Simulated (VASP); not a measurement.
# BAs (F-43m) in VASP: notebook

Aim: see how the results for BAs move with the level of theory and the settings. Levels: PBE, LDA. Tasks: dielectric tensor, band structure.

All numbers are computed with VASP 6.6.1; they aren't measurements. Logs are shortened: lines on timing, memory, paths and dates and some standing lists are left out, and cuts for length are marked.

**1. The structure**

It takes space group F-43m (No. 216, cubic). The conventional cell has a = 4.816 Å, b = 4.816 Å, c = 4.816 Å, α = 90.00°, β = 90.00°, γ = 90.00°. B (site symmetry -43m) has 4 As at 2.09 Å as nearest neighbours. Around As (site symmetry -43m) lie 4 B at 2.09 Å.

The cell is a database's computed one.

**2. Dielectric tensor, PBE**

File INCAR:

```
SYSTEM = BAs
ALGO = Fast
EDIFF = 1E-8
ENCUT = 450
GGA = PE
IBRION = 8
ISIF = 2
ISMEAR = 0
KPAR = 2
LASPH = .TRUE.
LCHARG = .FALSE.
LEPSILON = .TRUE.
LREAL = .FALSE.
LWAVE = .FALSE.
NELM = 120
PREC = Accurate
SIGMA = 0.02
```

File KPOINTS:

```
k-points
0
G
  12 12 12
  0 0 0
```

File POSCAR:

```
BAs                                     
1.0
    0.0000000000      2.4081689825      2.4081689825
    2.4081689825      0.0000000000      2.4081689825
    2.4081689825      2.4081689825      0.0000000000
  B               As            
     1     1
Direct
     0.7500000000000000    0.7500000000000000    0.7500000000000000
     0.0000000000000000    0.0000000000000000    0.0000000000000000
```

Potentials or basis: VASP PAW PBE potentials, release 64 (B, As).

Started as:

```bash
$ cat potpaw_PBE.64/B/POTCAR potpaw_PBE.64/As/POTCAR > POTCAR
$ mpirun -np 2 vasp_std > vasp.out
```

OUTCAR:

```text
SYSTEM = BAs
   EDIFF = 1E-8
   ENCUT = 450
   GGA = PE
   IBRION = 8
   ISIF = 2
   ISMEAR = 0
   LASPH = .TRUE.
   LEPSILON = .TRUE.
   LREAL = .FALSE.
   NELM = 120
   PREC = Accurate

 ion  position               nearest neighbor table
   1  0.750  0.750  0.750-   2 2.09   2 2.09   2 2.09   2 2.09
   2  0.000  0.000  0.000-   1 2.09   1 2.09   1 2.09   1 2.09

  LATTYP: Found a face centered cubic cell.
 ALAT       =     4.8163379650

  Lattice vectors:

 A1 = (   0.0000000000,   2.4081689825,   2.4081689825)
 A2 = (   2.4081689825,   0.0000000000,   2.4081689825)
 A3 = (   2.4081689825,   2.4081689825,   0.0000000000)

Analysis of symmetry for initial positions (statically):
=====================================================================
 Subroutine PRICEL returns:
 Original cell was already a primitive cell.

 Routine SETGRP: Setting up the symmetry group for a
 face centered cubic supercell.

 Subroutine GETGRP returns: Found 24 space group operations
 (whereof 24 operations were pure point group operations)
 out of a pool of 48 trial point group operations.

The static configuration has the point symmetry T_d .

Analysis of symmetry for dynamics (positions and initial velocities):
=====================================================================
 Subroutine PRICEL returns:
 Original cell was already a primitive cell.

 Routine SETGRP: Setting up the symmetry group for a
 face centered cubic supercell.

 Subroutine GETGRP returns: Found 24 space group operations
 (whereof 24 operations were pure point group operations)
 out of a pool of 48 trial point group operations.

The dynamic configuration has the point symmetry T_d .

 Subroutine INISYM returns: Found 24 space group operations
 (whereof 24 operations are pure point group operations),
 and found     1 'primitive' translations

----------------------------------------------------------------------------------------

                                     Primitive cell

  volume of cell :      27.9313

  direct lattice vectors                    reciprocal lattice vectors
     0.000000000  2.408168982  2.408168982    -0.207626626  0.207626626  0.207626626
     2.408168982  0.000000000  2.408168982     0.207626626 -0.207626626  0.207626626
     2.408168982  2.408168982  0.000000000     0.207626626  0.207626626 -0.207626626

  length of vectors
     3.405665236  3.405665236  3.405665236     0.359619865  0.359619865  0.359619865

  position of ions in fractional coordinates (direct lattice)
     0.750000000  0.750000000  0.750000000
     0.000000000  0.000000000  0.000000000

  ion indices of the primitive-cell ions
   primitive index   ion index
                 1           1
                 2           2

----------------------------------------------------------------------------------------

 KPOINTS: k-points

Automatic generation of k-mesh.
 Grid dimensions read from file:
 generate k-points for:   12   12   12

 Generating k-lattice:

  Cartesian coordinates                     Fractional coordinates (reciprocal lattice)
[... 414 lines left out ...]
  ---------------------------------------------------
  ---------------------------------------------------
  free energy    TOTEN  =        -0.74408827 eV

  energy without entropy =       -0.74408827

------------------------ aborting loop because EDIFF is reached ----------------------------------------

--------------------------------------- Ionic step        2  -------------------------------------------

------------------------ aborting loop because EDIFF is reached ----------------------------------------

--------------------------------------- Ionic step        3  -------------------------------------------

------------------------ aborting loop because EDIFF is reached ----------------------------------------

 PIEZOELECTRIC TENSOR FIELD DIRECTION 3  (e Angst)
 -----------------------------------------------------------------------------
    -0.00049  0.11575  0.00000           ( -0.00000  0.09817  0.00000)
     0.11575 -0.00049  0.00000           (  0.09817 -0.00000  0.00000)
     0.00000  0.00000  0.00008           (  0.00000  0.00000 -0.00000)

 PIEZOELECTRIC TENSOR FIELD DIRECTION 3  (C/m^2)
 -----------------------------------------------------------------------------
    -0.00028  0.06639  0.00000
     0.06639 -0.00028  0.00000
     0.00000  0.00000  0.00005

--------------------------------------- Ionic step        4  -------------------------------------------

------------------------ aborting loop because EDIFF is reached ----------------------------------------

[... ionic steps 5 to 6 ...]

--------------------------------------- Ionic step        7  -------------------------------------------

 Free energy of the ion-electron system (eV)
  ---------------------------------------------------
  ---------------------------------------------------
  free energy    TOTEN  =        -0.03674719 eV

  energy without entropy =       -0.03674719

------------------------ aborting loop because EDIFF is reached ----------------------------------------

 INTERNAL STRAIN TENSOR  FOR ION    2  DIRECTION 1   (eV/Angst):
 -----------------------------------------------------------------------------
     0.00429  0.00000  0.00000
     0.00000 -0.00027 -6.21677
     0.00000 -6.21677 -0.00027

 MACROSCOPIC STATIC DIELECTRIC TENSOR (including local field effects in DFT)
 ------------------------------------------------------
           9.899457    -0.000000    -0.000000
          -0.000000     9.899457    -0.000000
           0.000000     0.000000     9.899457
 ------------------------------------------------------

 PIEZOELECTRIC TENSOR (including local field effects)  for field in x, y, z        (e  Angst)
          XX          YY          ZZ          XY          YZ          ZX
  --------------------------------------------------------------------------------
  x    -0.00000    -0.00000     0.00000     0.00000     0.11141     0.00000
  y     0.00000    -0.00000     0.00000     0.00000     0.00000     0.11141
  z    -0.00000     0.00000     0.00000     0.11141     0.00000     0.00000

 PIEZOELECTRIC TENSOR (including local field effects)  for field in x, y, z        (C/m^2)
          XX          YY          ZZ          XY          YZ          ZX
  --------------------------------------------------------------------------------
  x    -0.00000    -0.00000     0.00000     0.00000     0.06390     0.00000
  y     0.00000    -0.00000     0.00000     0.00000     0.00000     0.06390
  z    -0.00000     0.00000     0.00000     0.06390     0.00000     0.00000

 BORN EFFECTIVE CHARGES (including local field effects) (in |e|, cummulative output)
 ---------------------------------------------------------------------------------
 ion    1
    1    -0.45946     0.00000     0.00000
    2     0.00000    -0.45946    -0.00000
    3     0.00000     0.00000    -0.45946
 ion    2
    1     0.45946    -0.00000    -0.00000
    2    -0.00000     0.45946     0.00000
    3    -0.00000     0.00000     0.45946

 INTERNAL STRAIN TENSOR FOR ION    2 for displacements in x,y,z  (eV/Angst):
          X           Y           Z          XY          YZ          ZX
  --------------------------------------------------------------------------------
  x     0.00000     0.00000    -0.00000     0.00000    -6.21677     0.00000
  y    -0.00000     0.00000     0.00000     0.00000     0.00000    -6.21677
  z     0.00000    -0.00000     0.00000    -6.21677     0.00000     0.00000

 SECOND DERIVATIVES (NOT SYMMETRIZED)
 ------------------------------------
               1X          1Y          1Z          2X          2Y          2Z
  1X   -16.012288    0.000000    0.000000   16.012288    0.000000    0.000000
  1Y     0.000000  -16.012288    0.000000    0.000000   16.012288    0.000000
  1Z     0.000000    0.000000  -16.012288    0.000000    0.000000   16.012288
  2X    16.013443    0.000000    0.000000  -16.013443    0.000000    0.000000
  2Y     0.000000   16.013443    0.000000    0.000000  -16.013443    0.000000
  2Z     0.000000    0.000000   16.013443    0.000000    0.000000  -16.013443

 Eigenvectors and eigenvalues of the dynamical matrix
 ----------------------------------------------------

   1 f  =   20.352407 THz   127.877947 2PiTHz  678.883237 cm-1    84.170756 meV
             X         Y         Z           dx          dy          dz
      3.612253  3.612253  3.612253     0.000000    0.934822    0.000000
      0.000000  0.000000  0.000000     0.000000   -0.355118    0.000000
[... 21 lines left out ...]
   6 f/i=    0.000244 THz     0.001532 2PiTHz    0.008132 cm-1     0.001008 meV
             X         Y         Z           dx          dy          dz
      3.612253  3.612253  3.612253     0.000000   -0.355118    0.000000
      0.000000  0.000000  0.000000     0.000000   -0.934822    0.000000

--------------------------------------------------------------------------------------------------------

 MACROSCOPIC STATIC DIELECTRIC TENSOR IONIC CONTRIBUTION
 ------------------------------------------------------
           0.085410    -0.000000    -0.000000
          -0.000000     0.085410     0.000000
          -0.000000     0.000000     0.085410
 ------------------------------------------------------

 ELASTIC MODULI CONTR FROM IONIC RELAXATION (kBar)
 Direction    XX          YY          ZZ          XY          YZ          ZX
 --------------------------------------------------------------------------------
 XX          -0.0000     -0.0000     -0.0000     -0.0000      0.0000     -0.0000
 YY          -0.0000     -0.0000     -0.0000     -0.0000     -0.0000      0.0000
 ZZ          -0.0000     -0.0000     -0.0000      0.0000     -0.0000     -0.0000
 XY          -0.0000     -0.0000      0.0000   -145.8662      0.0000      0.0000
 YZ           0.0000     -0.0000     -0.0000      0.0000   -145.8662      0.0000
 ZX          -0.0000      0.0000     -0.0000      0.0000      0.0000   -145.8662
 --------------------------------------------------------------------------------

 PIEZOELECTRIC TENSOR IONIC CONTR  for field in x, y, z        (C/m^2)
          XX          YY          ZZ          XY          YZ          ZX
  --------------------------------------------------------------------------------
  x     0.00000    -0.00000    -0.00000     0.00000    -0.10503     0.00000
  y    -0.00000     0.00000    -0.00000    -0.00000     0.00000    -0.10503
  z    -0.00000    -0.00000     0.00000    -0.10503     0.00000     0.00000
```

It took 3.5 min on 2 MPI ranks of AMD EPYC 7R43 (Zen 3), shared host; peak memory 0.23 GiB.

Results:

- Band gap on the k mesh: 1.21 eV, indirect (least direct gap 3.25 eV)
- Electronic dielectric tensor (diagonal): 9.90
- Born charges (mean of the diagonal): B -0.46; As +0.46 e
- Highest phonon frequency at Γ, LO-TO splitting left out: 679 cm⁻¹

Phonon frequencies in cm⁻¹ (negative: imaginary):
| q point | frequencies |
| --- | --- |
| (0.000, 0.000, 0.000) | 0 0 0 679 679 679 |

Electronic dielectric tensor:
```
9.90 0.00 0.00
0.00 9.90 0.00
0.00 0.00 9.90
```

Born effective charge tensors (e):
atom 1, B
```
-0.46  0.00  0.00
 0.00 -0.46  0.00
 0.00  0.00 -0.46
```
atom 2, As
```
0.46 0.00 0.00
0.00 0.46 0.00
0.00 0.00 0.46
```

A k mesh can miss the band edges. A hybrid or GW would open this gap; PBE tends to underestimate it.

**3. Band structure, LDA**

File INCAR:

```
SYSTEM = BAs
ALGO = Fast
EDIFF = 1E-6
ENCUT = 450
ISIF = 2
ISMEAR = 0
KPAR = 2
LASPH = .True.
LCHARG = .False.
LREAL = .False.
LWAVE = .False.
NELM = 120
PREC = Accurate
SIGMA = 0.02
```

File KPOINTS:

```
k-points
0
Gamma
  12 12 12
  0 0 0
```

POSCAR is that of step 2.

File KPOINTS_OPT:

```
path GXWKGLUWLK,UX
15
line-mode
reciprocal
 0.0000000000  0.0000000000  0.0000000000  G
 0.5000000000  0.0000000000  0.5000000000  X

 0.5000000000  0.0000000000  0.5000000000  X
 0.5000000000  0.2500000000  0.7500000000  W

 0.5000000000  0.2500000000  0.7500000000  W
 0.3750000000  0.3750000000  0.7500000000  K

 0.3750000000  0.3750000000  0.7500000000  K
 0.0000000000  0.0000000000  0.0000000000  G

 0.0000000000  0.0000000000  0.0000000000  G
 0.5000000000  0.5000000000  0.5000000000  L

 0.5000000000  0.5000000000  0.5000000000  L
 0.6250000000  0.2500000000  0.6250000000  U

 0.6250000000  0.2500000000  0.6250000000  U
 0.5000000000  0.2500000000  0.7500000000  W

 0.5000000000  0.2500000000  0.7500000000  W
 0.5000000000  0.5000000000  0.5000000000  L

 0.5000000000  0.5000000000  0.5000000000  L
 0.3750000000  0.3750000000  0.7500000000  K

 0.6250000000  0.2500000000  0.6250000000  U
 0.5000000000  0.0000000000  0.5000000000  X
```

Potentials or basis: VASP PAW LDA potentials, release 64 (B, As).

Started as:

```bash
$ cat potpaw_LDA.64/B/POTCAR potpaw_LDA.64/As/POTCAR > POTCAR
$ mpirun -np 2 vasp_std > vasp.out
```

It took 17 s on 2 MPI ranks of AMD EPYC 7R43 (Zen 3), shared host; peak memory 0.11 GiB.

The run converged. Its results:

```yaml
Free_energy: -12.9009 eV
Pressure: -6.2 GPa
Band_gap_on_the_k_mesh: 1.15 eV, indirect (least direct gap 3.22 eV)
Band_gap_along_the_path: 1.14 eV, indirect (least direct gap 3.22 eV)
```

Levels at the corners of the path, in eV from the valence-band top:
| point | band 1 | band 2 | band 3 | band 4 | band 5 | band 6 | band 7 | band 8 |
| --- | --- | --- | --- | --- | --- | --- | --- | --- |
| Γ | -15.16 | 0.00 | 0.00 | 0.00 | 3.22 | 3.22 | 3.22 | 4.38 |
| X | -11.15 | -8.29 | -3.97 | -3.97 | 1.36 | 1.44 | 11.00 | 11.00 |
| X | -11.15 | -8.29 | -3.97 | -3.97 | 1.36 | 1.44 | 11.00 | 11.00 |
| W | -11.00 | -7.83 | -5.36 | -5.07 | 5.16 | 5.73 | 6.64 | 6.88 |
| W | -11.00 | -7.83 | -5.36 | -5.07 | 5.16 | 5.73 | 6.64 | 6.88 |
| K | -11.18 | -7.92 | -5.81 | -3.40 | 1.99 | 5.40 | 8.97 | 9.45 |
| K | -11.18 | -7.92 | -5.81 | -3.40 | 1.99 | 5.40 | 8.97 | 9.45 |
| Γ | -15.16 | 0.00 | 0.00 | 0.00 | 3.22 | 3.22 | 3.22 | 4.38 |
| Γ | -15.16 | 0.00 | 0.00 | 0.00 | 3.22 | 3.22 | 3.22 | 4.38 |
| L | -12.39 | -8.58 | -1.77 | -1.77 | 2.55 | 4.72 | 4.72 | 8.64 |
| L | -12.39 | -8.58 | -1.77 | -1.77 | 2.55 | 4.72 | 4.72 | 8.64 |
| U | -11.18 | -7.92 | -5.81 | -3.40 | 1.99 | 5.40 | 8.97 | 9.45 |
| U | -11.18 | -7.92 | -5.81 | -3.40 | 1.99 | 5.40 | 8.97 | 9.45 |
| W | -11.00 | -7.83 | -5.36 | -5.07 | 5.16 | 5.73 | 6.64 | 6.88 |
| W | -11.00 | -7.83 | -5.36 | -5.07 | 5.16 | 5.73 | 6.64 | 6.88 |
| L | -12.39 | -8.58 | -1.77 | -1.77 | 2.55 | 4.72 | 4.72 | 8.64 |
| L | -12.39 | -8.58 | -1.77 | -1.77 | 2.55 | 4.72 | 4.72 | 8.64 |
| K | -11.18 | -7.92 | -5.81 | -3.40 | 1.99 | 5.40 | 8.97 | 9.45 |
| U | -11.18 | -7.92 | -5.81 | -3.40 | 1.99 | 5.40 | 8.98 | 9.45 |
| X | -11.15 | -8.29 | -3.97 | -3.97 | 1.36 | 1.44 | 11.00 | 11.00 |
